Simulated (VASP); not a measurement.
# MoSe2 (P6_3/mmc) in VASP: further runs

The runs below take MoSe2 through relaxation of cell and atoms, with PBEsol, PBE+D3(BJ).

Everything below comes from runs of VASP 6.6.1. Logs are shortened: lines on timing, memory, paths and dates and some standing lists are left out, and cuts for length are marked.

## (1) Starting point

The structure is hexagonal, space group P6_3/mmc (No. 194). Conventional cell: a = 3.288 Å, b = 3.288 Å, c = 12.900 Å, α = 90.00°, β = 90.00°, γ = 120.00°. Around Mo (site symmetry -6m2) lie 6 Se at 2.49 Å. Around Se (site symmetry 3m) lie 3 Mo at 2.49 Å.

## (2) Relaxation of cell and atoms, PBEsol

File INCAR:

```
PREC = Accurate ; ENCUT = 600
EDIFF = 1E-6 ; ISMEAR = 0
SIGMA = 0.03 ; LREAL = F
LASPH = T ; NELM = 80
ALGO = Normal ; ISIF = 3
LWAVE = F ; LCHARG = F
GGA = PS ; IBRION = 2
NSW = 90 ; EDIFFG = -0.01
KPAR = 2
```

File KPOINTS:

```
Automatic mesh
0
Gamma
  9 9 2
```

File POSCAR:

```
MoSe2
1.0
    3.2880000000      0.0000000000      0.0000000000
   -1.6440000000      2.8474915276      0.0000000000
    0.0000000000      0.0000000000     12.9000000000
Mo Se
2 4
Direct
    0.3333333333      0.6666666667      0.2500000000
    0.6666666667      0.3333333333      0.7500000000
    0.3333333333      0.6666666667      0.6250000000
    0.6666666667      0.3333333333      0.1250000000
    0.3333333333      0.6666666667      0.8750000000
    0.6666666667      0.3333333333      0.3750000000
```

Potentials or basis: VASP PAW PBE potentials, release 64 (Mo_sv, Se).

The run is started by

```sh
cat potpaw_PBE.64/Mo_sv/POTCAR potpaw_PBE.64/Se/POTCAR > POTCAR
mpirun -np 2 vasp_std > vasp.out
```

OUTCAR:

```text
PREC = Accurate
   ENCUT = 600
   EDIFF = 1E-6
   ISMEAR = 0
   LREAL = F
   LASPH = T
   NELM = 80
   ISIF = 3
   GGA = PS
   IBRION = 2
   NSW = 90
   EDIFFG = -0.01

 ion  position               nearest neighbor table
   1  0.333  0.667  0.250-   4 2.49   6 2.49   4 2.49   6 2.49   4 2.49   6 2.49
   2  0.667  0.333  0.750-   3 2.49   5 2.49   3 2.49   5 2.49   3 2.49   5 2.49
   3  0.333  0.667  0.625-   2 2.49   2 2.49   2 2.49
   4  0.667  0.333  0.125-   1 2.49   1 2.49   1 2.49
   5  0.333  0.667  0.875-   2 2.49   2 2.49   2 2.49
   6  0.667  0.333  0.375-   1 2.49   1 2.49   1 2.49

  LATTYP: Found a hexagonal cell.
 ALAT       =     3.2880000000
 C/A-ratio  =     3.9233576642

  Lattice vectors:

 A1 = (   3.2880000000,   0.0000000000,   0.0000000000)
 A2 = (  -1.6440000000,   2.8474915276,   0.0000000000)
 A3 = (   0.0000000000,   0.0000000000,  12.9000000000)

Analysis of symmetry for initial positions (statically):
=====================================================================
 Subroutine PRICEL returns:
 Original cell was already a primitive cell.

 Routine SETGRP: Setting up the symmetry group for a
 hexagonal supercell.

 Subroutine GETGRP returns: Found 24 space group operations
 (whereof 12 operations were pure point group operations)
 out of a pool of 24 trial point group operations.

The static configuration has the point symmetry D_3d.
 The point group associated with its full space group is D_6h.

Analysis of symmetry for dynamics (positions and initial velocities):
=====================================================================
 Subroutine PRICEL returns:
 Original cell was already a primitive cell.

 Routine SETGRP: Setting up the symmetry group for a
 hexagonal supercell.

 Subroutine GETGRP returns: Found 24 space group operations
 (whereof 12 operations were pure point group operations)
 out of a pool of 24 trial point group operations.

The dynamic configuration has the point symmetry D_3d.
 The point group associated with its full space group is D_6h.

 Subroutine INISYM returns: Found 24 space group operations
 (whereof 12 operations are pure point group operations),
 and found     1 'primitive' translations

----------------------------------------------------------------------------------------

                                     Primitive cell

  volume of cell :     120.7769

  direct lattice vectors                    reciprocal lattice vectors
     3.288000000  0.000000000  0.000000000     0.304136253  0.175593148  0.000000000
    -1.644000000  2.847491528  0.000000000     0.000000000  0.351186295  0.000000000
     0.000000000  0.000000000 12.900000000     0.000000000  0.000000000  0.077519380

  length of vectors
     3.288000000  3.288000000 12.900000000     0.351186295  0.351186295  0.077519380

  position of ions in fractional coordinates (direct lattice)
     0.333333333  0.666666667  0.250000000
     0.666666667  0.333333333  0.750000000
     0.333333333  0.666666667  0.625000000
     0.666666667  0.333333333  0.125000000
     0.333333333  0.666666667  0.875000000
     0.666666667  0.333333333  0.375000000

  ion indices of the primitive-cell ions
   primitive index   ion index
                 1           1
                 2           2
                 3           3
                 4           4
                 5           5
                 6           6

----------------------------------------------------------------------------------------

 KPOINTS: Automatic mesh

Automatic generation of k-mesh.
 Grid dimensions read from file:
 generate k-points for:    9    9    2

 Generating k-lattice:

  Cartesian coordinates                     Fractional coordinates (reciprocal lattice)
     0.033792917  0.019510350  0.000000000     0.111111111  0.000000000  0.000000000
     0.000000000  0.039020699  0.000000000     0.000000000  0.111111111  0.000000000
     0.000000000  0.000000000  0.038759690     0.000000000  0.000000000  0.500000000

  Length of vectors
     0.039020699  0.039020699  0.038759690

  Shift w.r.t. Gamma in fractional coordinates (k-lattice)
     0.000000000  0.000000000  0.000000000

 Subroutine IBZKPT returns following result:
 ===========================================

 Found     24 irreducible k-points:

 Following reciprocal coordinates:
            Coordinates               Weight
  0.000000  0.000000  0.000000      1.000000
  0.111111  0.000000  0.000000      6.000000
  0.222222 -0.000000  0.000000      6.000000
  0.333333  0.000000  0.000000      6.000000
  0.444444 -0.000000  0.000000      6.000000
  0.111111  0.111111  0.000000      6.000000
[... 16 lines left out ...]
  0.333333  0.222222  0.500000     12.000000
  0.333333  0.333333  0.500000      2.000000
   k-points           NKPTS =     24   k-points in BZ     NKDIM =     24   number of bands    NBANDS=     31
   number of dos      NEDOS =    301   number of ions     NIONS =      6
   total plane-waves  NPLWV =  84672
   dimension x,y,z NGX =    28 NGY =   28 NGZ =  108
   dimension x,y,z NGXF=    56 NGYF=   56 NGZF=  216
   ions per type =               2   4
   NGX,Y,Z   is equivalent  to a cutoff of  14.16, 14.16, 13.92 a.u.
   NGXF,Y,Z  is equivalent  to a cutoff of  28.31, 28.31, 27.84 a.u.
 SYSTEM =  unknown system
   PREC   = accura    normal or accurate (medium, high low for compatibility)
   ISTART =      0    job   : 0-new  1-cont  2-samecut
   ICHARG =      2    charge: 1-file 2-atom 10-const
   ISPIN  =      1    spin polarized calculation?
   LNONCOLLINEAR =      F non collinear calculations
   LSORBIT =      F    spin-orbit coupling
   LASPH  =      T    aspherical Exc in radial PAW
   ENCUT  =  600.0 eV  44.10 Ry    6.64 a.u.   6.57  6.57 25.76*2*pi/ulx,y,z
   NELM   =     80;   NELMIN=  2; NELMDL= -5     # of ELM steps
   EDIFF  = 0.1E-05   stopping-criterion for ELM
   LREAL  =      F    real-space projection
   EDIFFG = -.1E-01   stopping-criterion for IOM
   NSW    =     90    number of steps for IOM
   IBRION =      2    ionic relax: 0-MD 1-quasi-New 2-CG
   NFREE  =      1    steps in history (QN), initial steepest desc. (CG)
   ISIF   =      3    stress and relaxation
   ISYM   =      2    0-nonsym 1-usesym 2-fastsym
   POTIM  = 0.5000    time-step for ionic-motion
   TEBEG  =    0.0;   TEEND  =   0.0 temperature during run
   PSTRESS=    0.0 pullay stress
   NELECT =      52.0000    total number of electrons
   NUPDOWN=      -1.0000    fix difference up-down
   EMIN   =  10.00;   EMAX   =-10.00  energy-range for DOS
   EFERMI =   0.00;   METHOD = LEGACY
   ISMEAR =     0;   SIGMA  =   0.03  broadening in eV -4-tet -1-fermi 0-gaus
   EFERMI_NEDOS =   21; number of points for ismear=-14 and -15
   IALGO  =     38    algorithm
   IMIX   =      4    mixing-type and parameters
     AMIX     =   0.40;   BMIX     =  1.00
     AMIX_MAG =   1.60;   BMIX_MAG =  1.00
  volume/ion in A,a.u.               =      20.13       135.84
  Fermi-wavevector in a.u.,A,eV,Ry     =   1.236179  2.336039 20.791580  1.528138
  Thomas-Fermi vector in A             =   2.370798
   LORBIT       =      0    0 simple, 1 ext, 2 COOP (PROOUT), +10 PAW based schemes
   GGA     = PS    functional components
   LHFCALC =     F    Hartree Fock is set to
   AEXX    =    0.0000 exact exchange contribution
   IVDW    =     0    specifies the selected vdW correction
   LEPSILON=     F    determine dielectric tensor
   LRPA    =     F    only Hartree local field effects (RPA)
 conjugate gradient relaxation of ions
 non-spin polarized calculation
 Gauss-broadening in eV      SIGMA  =   0.03
  energy-cutoff  :      600.00
  volume of cell :      120.78
 maximum number of plane-waves:      4085
 NGX is ok and might be reduce to    28
   NGX = 13   NGY = 13   NGZ = 51

--------------------------------------- Ionic step        1  -------------------------------------------

 number of electron      52.0000000 magnetization

 Free energy of the ion-electron system (eV)
  ---------------------------------------------------
  ext. energy  EPLUGINS =         0.00000000
  ---------------------------------------------------
  free energy    TOTEN  =       -43.17890853 eV

  energy without entropy =      -43.17890853  energy(sigma->0) =      -43.17890853

------------------------ aborting loop because EDIFF is reached ----------------------------------------

  FORCE on cell =-STRESS in cart. coord.  units (eV):
  Direction    XX          YY          ZZ          XY          YZ          ZX
  --------------------------------------------------------------------------------------
  -------------------------------------------------------------------------------------
  Total        1.2099731      1.2099731      5.5710580     -0.0000000     -0.0000000      0.0000000
  in kB       16.0510088     16.0510088     73.9033798     -0.0000000     -0.0000000      0.0000000
  external PRESSURE =      35.3351325 kB  Pullay stress =       0.0000000 kB
[... 145 lines left out ...]
  energy  without entropy=      -43.2509122746  energy(sigma->0) =      -43.25091227

--------------------------------------- Ionic step        5  -------------------------------------------

 number of electron      51.9999998 magnetization

 Free energy of the ion-electron system (eV)
  ---------------------------------------------------
  ext. energy  EPLUGINS =         0.00000000
  ---------------------------------------------------
  free energy    TOTEN  =       -43.26307865 eV

  energy without entropy =      -43.26307865  energy(sigma->0) =      -43.26307865

 E-fermi :   6.2868     XC(G=0): -10.7710

 val. band max:        6.1324567641   @ k =   0.0000   0.0000   0.0000
 cond. band min:       7.1335312503   @ k =   0.2222   0.1111   0.0000
 fundamental gap:      1.0010744862
 Fermi energy:         6.2868093004

 k-point     1 :       0.0000    0.0000    0.0000
  band No.  band energies     occupation
      1     -54.8528      2.00000
      2     -54.8528      2.00000
      3     -29.0645      2.00000
      4     -29.0644      2.00000
      5     -28.8515      2.00000
      6     -28.8515      2.00000
[... 838 lines left out ...]
  FREE ENERGIE OF THE ION-ELECTRON SYSTEM (eV)
  ---------------------------------------------------
  free  energy   TOTEN  =       -43.2630786511 eV

  energy  without entropy=      -43.2630786511  energy(sigma->0) =      -43.26307865

 reached required accuracy - stopping structural energy minimisation
```

Run time: 2.3 min. Hardware: 2 MPI ranks of Intel Xeon 6975P-C (Granite Rapids), shared host; peak memory 0.33 GiB.

What came out:

```
Free energy                            : -43.2631 eV
Relaxed volume                         : 20.34 Å³/atom
Relaxed cell                           : a = 3.272 Å, b = 3.272 Å, c = 13.164 Å, α = 90.00°, β = 90.00°, γ = 120.00°
Space group after relaxing (to 0.05 Å) : P6_3/mmc (No. 194)
Energy gained by relaxing              : 14.0 meV/atom
Ionic steps                            : 5
Pressure after relaxing                : 0.0 GPa
Largest force after relaxing           : 0.005 eV/Å
Band gap on the k mesh                 : 1.00 eV, indirect (least direct gap 1.49 eV)
```

Forces on the atoms (eV/Å):
```
Mo   0.000  0.000  0.000
Mo   0.000  0.000  0.000
Se   0.000  0.000 -0.005
Se   0.000  0.000 -0.005
Se   0.000  0.000  0.005
Se   0.000  0.000  0.005
```

The path:
| step | energy change (eV) | largest force (eV/Å) | pressure (GPa) | volume (Å³) |
| --- | --- | --- | --- | --- |
| 1 | 0.0000 | 0.8474 | 3.53 | 120.78 |
| 2 | 0.1461 | 1.1549 | -7.71 | 128.65 |
| 3 | -0.0719 | 0.0364 | -1.08 | 123.56 |
| 4 | -0.0720 | 0.0584 | -0.97 | 123.48 |
| 5 | -0.0842 | 0.0051 | -0.04 | 122.03 |

Final structure:
```xyz
6
Lattice="3.2716 0.0000 0.0000 -1.6358 2.8333 0.0000 0.0000 0.0000 13.1641" Properties=species:S:1:pos:R:3 pbc="T T T"
Mo    0.0000    1.8889    3.2910
Mo    1.6358    0.9444    9.8731
Se    0.0000    1.8889    8.2070
Se    1.6358    0.9444    1.6249
Se    0.0000    1.8889   11.5392
Se    1.6358    0.9444    4.9572
```

Caveat: the PAW data sets were made with another functional, which shifts forces and pressure a little; an odd mesh through Γ misses points on the zone boundary, where band edges often lie; this functional lacks dispersion, which binds the layers, so the pressure and a relaxed spacing across them are unreliable.

[end of part 1 of 2]
